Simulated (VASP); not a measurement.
# ZnO (lda) (P6_3mc) in VASP: a series of runs, part 3 of 3

VASP 6.6.1.

## Step 4: Single point, LDA

INCAR reads:

```
SYSTEM = ZnO
PREC = Accurate ; ENCUT = 520
EDIFF = 1E-6 ; ISMEAR = 0
SIGMA = 0.02 ; LREAL = .FALSE.
LASPH = .TRUE. ; NELM = 100
ALGO = Normal ; ISIF = 2
LWAVE = .FALSE. ; LCHARG = .FALSE.
NBANDS = 26
```

KPOINTS reads:

```
Automatic mesh
0
G
  12 12 6
  0 0 0
```

POSCAR reads:

```
ZnO
1.0
    3.1871685658      0.0000000000      0.0000000000
   -1.5935842829      2.7601689441      0.0000000000
    0.0000000000      0.0000000000      5.1523119630
Zn O
2 2
Direct
    0.3333333333      0.6666666667      0.5002820947
    0.6666666667      0.3333333333      0.0002820947
    0.6666666667      0.3333333333      0.3787279053
    0.3333333333      0.6666666667      0.8787279053
```

Potentials or basis: VASP PAW LDA potentials, release 64 (Zn, O).

On the command line:

```sh
> cat potpaw_LDA.64/Zn/POTCAR potpaw_LDA.64/O/POTCAR > POTCAR
> mpirun -np 1 vasp_std > vasp.out
```

OUTCAR:

```text
SYSTEM = ZnO
   PREC = Accurate
   ENCUT = 520
   EDIFF = 1E-6
   ISMEAR = 0
   LREAL = .FALSE.
   LASPH = .TRUE.
   NELM = 100
   ISIF = 2

 ion  position               nearest neighbor table
   1  0.333  0.667  0.500-   3 1.94   3 1.94   3 1.94   4 1.95
   2  0.667  0.333  0.000-   4 1.94   4 1.94   4 1.94   3 1.95
   3  0.667  0.333  0.379-   1 1.94   1 1.94   1 1.94   2 1.95
   4  0.333  0.667  0.879-   2 1.94   2 1.94   2 1.94   1 1.95

  LATTYP: Found a hexagonal cell.
 ALAT       =     3.1871685658
 C/A-ratio  =     1.6165796872

  Lattice vectors:

 A1 = (   3.1871685658,   0.0000000000,   0.0000000000)
 A2 = (  -1.5935842829,   2.7601689441,   0.0000000000)
 A3 = (   0.0000000000,   0.0000000000,   5.1523119630)

Analysis of symmetry for initial positions (statically):
=====================================================================
 Subroutine PRICEL returns:
 Original cell was already a primitive cell.

 Routine SETGRP: Setting up the symmetry group for a
 hexagonal supercell.

 Subroutine GETGRP returns: Found 12 space group operations
 (whereof  6 operations were pure point group operations)
 out of a pool of 24 trial point group operations.

The static configuration has the point symmetry C_3v.
 The point group associated with its full space group is C_6v.

Analysis of symmetry for dynamics (positions and initial velocities):
=====================================================================
 Subroutine PRICEL returns:
 Original cell was already a primitive cell.

 Routine SETGRP: Setting up the symmetry group for a
 hexagonal supercell.

 Subroutine GETGRP returns: Found 12 space group operations
 (whereof  6 operations were pure point group operations)
 out of a pool of 24 trial point group operations.

The dynamic configuration has the point symmetry C_3v.
 The point group associated with its full space group is C_6v.

 Subroutine INISYM returns: Found 12 space group operations
 (whereof  6 operations are pure point group operations),
[... 121 lines left out ...]
  volume/ion in A,a.u.               =      11.33        76.47
  Fermi-wavevector in a.u.,A,eV,Ry     =   1.516101  2.865015 31.273826  2.298561
  Thomas-Fermi vector in A             =   2.625536
   LORBIT       =      0    0 simple, 1 ext, 2 COOP (PROOUT), +10 PAW based schemes
   GGA     = CA    functional components
   LHFCALC =     F    Hartree Fock is set to
   AEXX    =    0.0000 exact exchange contribution
   IVDW    =     0    specifies the selected vdW correction
   LEPSILON=     F    determine dielectric tensor
   LRPA    =     F    only Hartree local field effects (RPA)
 non-spin polarized calculation
 Gauss-broadening in eV      SIGMA  =   0.02
  energy-cutoff  :      520.00
  volume of cell :       45.33
 maximum number of plane-waves:      1237
 NGX is ok and might be reduce to    24
   NGX = 11   NGY = 11   NGZ = 19

 number of electron      35.9999984 magnetization

 Free energy of the ion-electron system (eV)
  ---------------------------------------------------
  ext. energy  EPLUGINS =         0.00000000
  ---------------------------------------------------
  free energy    TOTEN  =       -21.15682045 eV

  energy without entropy =      -21.15682045  energy(sigma->0) =      -21.15682045

 E-fermi :   1.4868     XC(G=0): -11.7255

 val. band max:        1.3518833534   @ k =   0.0000   0.0000   0.0000
 cond. band min:       2.1605702394   @ k =   0.0000   0.0000   0.0000
 fundamental gap:      0.8086868859
 Fermi energy:         1.4868066615

 k-point     1 :       0.0000    0.0000    0.0000
  band No.  band energies     occupation
      1     -16.8727      2.00000
      2     -16.0296      2.00000
      3      -4.7730      2.00000
      4      -4.6808      2.00000
      5      -4.6808      2.00000
      6      -4.6421      2.00000
[... 685 lines left out ...]
     25      14.8633      0.00000
     26      15.5417      0.00000

 [... further k-points ...]

------------------------ aborting loop because EDIFF is reached ----------------------------------------

  FORCE on cell =-STRESS in cart. coord.  units (eV):
  Direction    XX          YY          ZZ          XY          YZ          ZX
  --------------------------------------------------------------------------------------
  -------------------------------------------------------------------------------------
  Total        0.3202196      0.3202196      0.3163863      0.0000000      0.0000000      0.0000000
  in kB       11.3191961     11.3191961     11.1836983      0.0000000      0.0000000      0.0000000
  external PRESSURE =      11.2740302 kB  Pullay stress =       0.0000000 kB

 VOLUME and BASIS-vectors are now :
 -----------------------------------------------------------------------------
  energy-cutoff  :      520.00
  volume of cell :       45.33
      direct lattice vectors                 reciprocal lattice vectors
     3.187168566  0.000000000  0.000000000     0.313758115  0.181148332  0.000000000
    -1.593584283  2.760168944  0.000000000     0.000000000  0.362296664  0.000000000
     0.000000000  0.000000000  5.152311963     0.000000000  0.000000000  0.194087627

 POSITION                                       TOTAL-FORCE (eV/Angst)
 -----------------------------------------------------------------------------------
     -0.00000      1.84011      2.57761        -0.000000      0.000000      0.001778
      1.59358      0.92006      0.00145         0.000000     -0.000000      0.001778
      1.59358      0.92006      1.95132        -0.000000      0.000000     -0.001778
     -0.00000      1.84011      4.52748         0.000000     -0.000000     -0.001778
 -----------------------------------------------------------------------------------
    total drift:                                0.000001      0.000001      0.000039

  FREE ENERGIE OF THE ION-ELECTRON SYSTEM (eV)
  ---------------------------------------------------
  free  energy   TOTEN  =       -21.1568204512 eV

  energy  without entropy=      -21.1568204512  energy(sigma->0) =      -21.15682045
```

Wall time 23 s (1 thread of Intel Xeon 6975P-C (Granite Rapids), shared host); peak memory 0.19 GiB.

Results:

| Item | Value |
| --- | --- |
| Free energy | -21.1568 eV |
| Pressure | 1.1 GPa |
| Band gap on the k mesh | 0.81 eV, direct |

## Step 5: The runs side by side

| task | cell | k mesh | cutoff (eV) | gap on the mesh (eV) | pressure (GPa) |
| --- | --- | --- | --- | --- | --- |
| single point | P6_3mc, 11.33 Å³/atom | 9 × 9 × 6 | 520 | 0.81 | 1.3 |
| relaxation of cell and atoms | relaxed | 9 × 9 × 6 | 600 | 0.80 | 0.0 |
| single point | P6_3mc, 11.33 Å³/atom | 12 × 12 × 6 | 520 | 0.81 | 1.1 |

Alike in all rows: level LDA; potentials or basis VASP PAW LDA potentials, release 64 (Zn, O); no spin polarisation; smearing gaussian 0.02 eV.

Total energies depend on the potentials used, so only differences within one code and one set of settings carry meaning.

## Step 6: Comparison with measurements

Step 2. Measured gap of ZnO: 3.37 eV (quoted in “Electronic structure of alkaline earth and post-transition metal oxides”, 2009, arxiv:0908.1581). This calculation gives 0.81 eV (-2.56 eV). So large a miss can be the level of theory's own, or it may mean another phase, state or a wrong row. The value is that of LDA, without temperature or zero-point motion. Semilocal functionals fall short of measured gaps as a rule.

Step 4. Against the measured gap of ZnO, 3.37 eV (quoted in “Electronic structure of alkaline earth and post-transition metal oxides”, 2009, arxiv:0908.1581), the calculated 0.81 eV is off by -2.56 eV. So large a miss can be the level of theory's own, or it may mean another phase, state or a wrong row. The value is that of LDA, without temperature or zero-point motion. Semilocal functionals fall short of measured gaps as a rule.
